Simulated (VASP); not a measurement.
# Mg (P6_3/mmc) in VASP: a series of runs, part 2 of 2

VASP 6.6.1. Earlier steps stand in the parts before.

## 4. Single point, PBEsol

This run uses another cell than the first one, of 23.47 Å³/atom, 1.040 times its volume.

INCAR

```
  PREC = Accurate
  ENCUT = 520
  EDIFF = 1E-6
  ISMEAR = -1
  SIGMA = 0.1
  LREAL = F
  LASPH = T
  NELM = 100
  ALGO = Normal
  ISIF = 2
  LWAVE = F
  LCHARG = F
  GGA = PS
  NBANDS = 12
```

KPOINTS

```
Automatic mesh
0
Gamma
  13 13 4
```

POSCAR

```
Mg
1.0
    3.2181798341      0.0000000000      0.0000000000
   -1.6090899170      2.7870254903      0.0000000000
    0.0000000000      0.0000000000     10.4665911711
Mg
4
Direct
    0.0000000000      1.0000000000      0.0000000000
    0.0000000000      0.0000000000      0.5000000000
    0.3333333333      0.6666666667      0.2500000000
    0.6666666667      0.3333333333      0.7500000000
```

Potentials or basis: VASP PAW PBE potentials, release 64 (Mg).

The run is started by

```
$ cat potpaw_PBE.64/Mg/POTCAR > POTCAR
$ mpirun -np 1 vasp_std > vasp.out
```

OUTCAR:

```text
PREC = Accurate
   ENCUT = 520
   EDIFF = 1E-6
   ISMEAR = -1
   LREAL = F
   LASPH = T
   NELM = 100
   ISIF = 2
   GGA = PS

 ion  position               nearest neighbor table
   1  0.000  0.000  0.000-   3 3.21   4 3.21   3 3.21   4 3.21   4 3.21   3 3.21
   2  0.000  0.000  0.500-   3 3.21   4 3.21   3 3.21   4 3.21   4 3.21   3 3.21
   3  0.333  0.667  0.250-   1 3.21   2 3.21   1 3.21   2 3.21   1 3.21   2 3.21
   4  0.667  0.333  0.750-   1 3.21   2 3.21   1 3.21   2 3.21   1 3.21   2 3.21

  LATTYP: Found a hexagonal cell.
 ALAT       =     3.2181798341
 C/A-ratio  =     3.2523325950

  Lattice vectors:

 A1 = (   3.2181798341,   0.0000000000,   0.0000000000)
 A2 = (  -1.6090899170,   2.7870254903,   0.0000000000)
 A3 = (   0.0000000000,   0.0000000000,  10.4665911711)

Analysis of symmetry for initial positions (statically):
=====================================================================
 Subroutine PRICEL returns:
 Original cell was already a primitive cell.

 Routine SETGRP: Setting up the symmetry group for a
 hexagonal supercell.

 Subroutine GETGRP returns: Found 24 space group operations
 (whereof 12 operations were pure point group operations)
 out of a pool of 24 trial point group operations.

The static configuration has the point symmetry D_3d.
 The point group associated with its full space group is D_6h.

Analysis of symmetry for dynamics (positions and initial velocities):
=====================================================================
 Subroutine PRICEL returns:
 Original cell was already a primitive cell.

 Routine SETGRP: Setting up the symmetry group for a
 hexagonal supercell.

 Subroutine GETGRP returns: Found 24 space group operations
 (whereof 12 operations were pure point group operations)
 out of a pool of 24 trial point group operations.

The dynamic configuration has the point symmetry D_3d.
 The point group associated with its full space group is D_6h.

 Subroutine INISYM returns: Found 24 space group operations
[... 132 lines left out ...]
 non-spin polarized calculation
  energy-cutoff  :      520.00
  volume of cell :       93.88
 maximum number of plane-waves:      2554
 NGX is ok and might be reduce to    24
   NGX = 11   NGY = 11   NGZ = 39

 number of electron       8.0000000 magnetization

 Free energy of the ion-electron system (eV)
  ---------------------------------------------------
  ext. energy  EPLUGINS =         0.00000000
  ---------------------------------------------------
  free energy    TOTEN  =        -6.87356745 eV

  energy without entropy =       -6.80512396  energy(sigma->0) =       -6.83934571

 E-fermi :   2.5205     XC(G=0):  -8.4651

 val. band max:        2.5198511656   @ k =   0.3077   0.2308   0.5000
 cond. band min:       2.5220565662   @ k =   0.3846   0.0769   0.5000
 fundamental gap:      0.0022054006
 Fermi energy:         2.5204822258

 k-point     1 :       0.0000    0.0000    0.0000
  band No.  band energies     occupation
      1      -4.3562      2.00000
      2      -2.9887      2.00000
      3      -2.9876      2.00000
      4       0.8201      2.00000
      5       1.2239      2.00000
      6       7.4095      0.00000
      7       7.4180      0.00000
      8      13.3079      0.00000
      9      13.3079      0.00000
     10      13.3472      0.00000
     11      13.3472      0.00000
     12      14.0817      0.00000
[... 331 lines left out ...]
 k-point    24 :       0.1538   -0.0000    0.2500
  band No.  band energies     occupation
      1      -3.8118      2.00000
      2      -3.1291      2.00000
      3      -1.7783      2.00000
      4       0.2075      2.00000
      5       2.8486      0.07243
      6       5.9974      0.00000
      7       8.9075      0.00000
      8       9.5271      0.00000
      9       9.8629      0.00000
     10      10.7712      0.00000
     11      11.2774      0.00000
     12      11.8894      0.00000

 [... further k-points ...]

------------------------ aborting loop because EDIFF is reached ----------------------------------------

  FORCE on cell =-STRESS in cart. coord.  units (eV):
  Direction    XX          YY          ZZ          XY          YZ          ZX
  --------------------------------------------------------------------------------------
  -------------------------------------------------------------------------------------
  Total       -0.7680251     -0.7680251     -0.7654887     -0.0000000      0.0000000      0.0000000
  in kB      -13.1077901    -13.1077901    -13.0645011     -0.0000000      0.0000000      0.0000000
  external PRESSURE =     -13.0933605 kB  Pullay stress =       0.0000000 kB

 VOLUME and BASIS-vectors are now :
 -----------------------------------------------------------------------------
  energy-cutoff  :      520.00
  volume of cell :       93.88
      direct lattice vectors                 reciprocal lattice vectors
     3.218179834  0.000000000  0.000000000     0.310734655  0.179402737  0.000000000
    -1.609089917  2.787025490  0.000000000     0.000000000  0.358805473  0.000000000
     0.000000000  0.000000000 10.466591171     0.000000000  0.000000000  0.095542090

 POSITION                                       TOTAL-FORCE (eV/Angst)
 -----------------------------------------------------------------------------------
      0.00000      0.00000      0.00000        -0.000000      0.000000      0.000000
      0.00000      0.00000      5.23330        -0.000000      0.000000      0.000000
     -0.00000      1.85802      2.61665        -0.000000     -0.000000      0.000000
      1.60909      0.92901      7.84994         0.000000      0.000000     -0.000000
 -----------------------------------------------------------------------------------
    total drift:                                0.000000     -0.000000     -0.000000

  FREE ENERGIE OF THE ION-ELECTRON SYSTEM (eV)
  ---------------------------------------------------
  free  energy   TOTEN  =        -6.8735674494 eV

  energy  without entropy=       -6.8051239637  energy(sigma->0) =       -6.83934571
```

OSZICAR:

```text
N       E                     dE             d eps       ncg     rms          rms(c)
DAV:   1     0.242823949357E+01    0.24282E+01   -0.25153E+03  1512   0.471E+02
DAV:   2    -0.660444134438E+01   -0.90327E+01   -0.86183E+01  1876   0.538E+01
DAV:   3    -0.691225193578E+01   -0.30781E+00   -0.30378E+00  2044   0.746E+00
DAV:   4    -0.691414859973E+01   -0.18967E-02   -0.18963E-02  1892   0.656E-01
DAV:   5    -0.691416728210E+01   -0.18682E-04   -0.18682E-04  1960   0.675E-02    0.135E+00
DAV:   6    -0.689289725646E+01    0.21270E-01   -0.15535E-03  1836   0.251E-01    0.857E-01
DAV:   7    -0.687357898965E+01    0.19318E-01   -0.61867E-03  1644   0.454E-01    0.425E-02
DAV:   8    -0.687356981034E+01    0.91793E-05   -0.52605E-05  2080   0.420E-02    0.761E-03
DAV:   9    -0.687356764825E+01    0.21621E-05   -0.18189E-06  1792   0.671E-03    0.746E-04
DAV:  10    -0.687356744944E+01    0.19881E-06   -0.72872E-08  1164   0.965E-04
   1 F= -.68735674E+01 E0= -.68393457E+01  d E =-.684435E-01
```

stdout:

```text
POSCAR found type information on POSCAR Mg
 POSCAR found :  1 types and       4 ions
 scaLAPACK will be used
 -----------------------------------------------------------------------------
|                                                                             |
|                                                                             |
|     You enforced a specific xc type in the INCAR file but a different       |
|     I HOPE YOU KNOW WHAT YOU ARE DOING!                                     |
|                                                                             |
 -----------------------------------------------------------------------------

 LDA part: xc-table for (Slater+PW92), standard interpolation
 POSCAR, INCAR and KPOINTS ok, starting setup
 FFT: planning ... GRIDC
 FFT: planning ... GRID_SOFT
 FFT: planning ... GRID
 WAVECAR not read
 entering main loop
```

It took 64 s on 1 thread of AMD EPYC 7R13 (Zen 3), shared host; peak memory 0.19 GiB.

Results:

```
Free energy            : -6.8736 eV
Pressure               : -1.3 GPa
Band gap on the k mesh : none (metal or under the smearing width)
```

Levels at points of the mesh, in eV from the Fermi level:
```csv
k point,band 2,band 3,band 4,band 5,band 6,band 7
"(0.00, 0.00, 0.00)",-5.51,-5.51,-1.70,-1.30,4.89,4.90
"(0.00, 0.00, 0.50)",-6.53,-3.83,-3.83,1.43,1.43,8.82
```

Caveat: the PAW data sets were made with another functional, which shifts forces and pressure a little.

## 5. Overview

| cell | k mesh | gap on the mesh (eV) | pressure (GPa) |
| --- | --- | --- | --- |
| P6_3/mmc, 22.57 Å³/atom | 15 × 15 × 4 | none | 0.0 |
| P6_3/mmc, 22.57 Å³/atom | 13 × 13 × 4 | none | 0.0 |
| P6_3/mmc, 23.47 Å³/atom | 13 × 13 × 4 | none | -1.3 |

Alike in all rows: task single point; level PBEsol; potentials or basis VASP PAW PBE potentials, release 64 (Mg); no spin polarisation; cutoff (eV) 520; smearing fermi-dirac 0.1 eV.

Every run on the cell as given and a fine mesh finds a metal.

Caveats: the PAW data sets were made with another functional, which shifts forces and pressure a little.

Absolute energies hang on the potentials; compare differences alone.
